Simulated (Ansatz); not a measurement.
Te2Mo:

```
Te Mo
1.0
     6.34645    0.00000    0.00000
     0.00000    3.49422    0.00000
    -0.54903    0.00000   14.85616
Te Mo
8 4
Cartesian
  0.1800 1.7471 5.9631
  5.6131 0.0000 8.8977
  3.4010 0.0000 5.3789
  2.3947 1.7471 9.4823
  0.5021 0.0000 2.0490
  5.2987 1.7471 12.8023
  3.6338 1.7471 1.4641
  2.1666 0.0000 13.3877
  1.7506 0.0000 7.5295
  4.0433 1.7471 7.3318
  1.1482 1.7471 0.0970
  4.6525 0.0000 14.7535
```

The cell is a database's computed one.

Base run:

```yaml
Program: Ansatz 0.2.0
Functional: PBE
Potentials_or_basis: Ansatz PAW
Cutoff: "420 eV (not typed: the program's choice for these potentials)"
k_mesh: 4 × 8 × 2
Occupations: fermi-dirac, width 0.05 eV
Spin: no spin polarisation
```

Its results: band gap on the k mesh none (metal or under the smearing width); pressure 0.7 GPa; largest force 0.207 eV/Å.

The run is repeated on the same cell with these changes: functional from PBE to LDA. What comes out?

Band gap on the k mesh none (metal or under the smearing width); pressure -4.6 GPa; largest force 0.399 eV/Å.

LDA binds more tightly than PBE, so the same cell stands under less pressure.

Caveats: spin-orbit coupling is left out, which moves the levels of the heavy elements; this functional lacks dispersion, which binds the layers, so the pressure and a relaxed spacing across them are unreliable (some runs); the PAW data sets come from PBE, with cores solved anew for the run's functional, which leaves a small shift of forces and pressure (some runs).
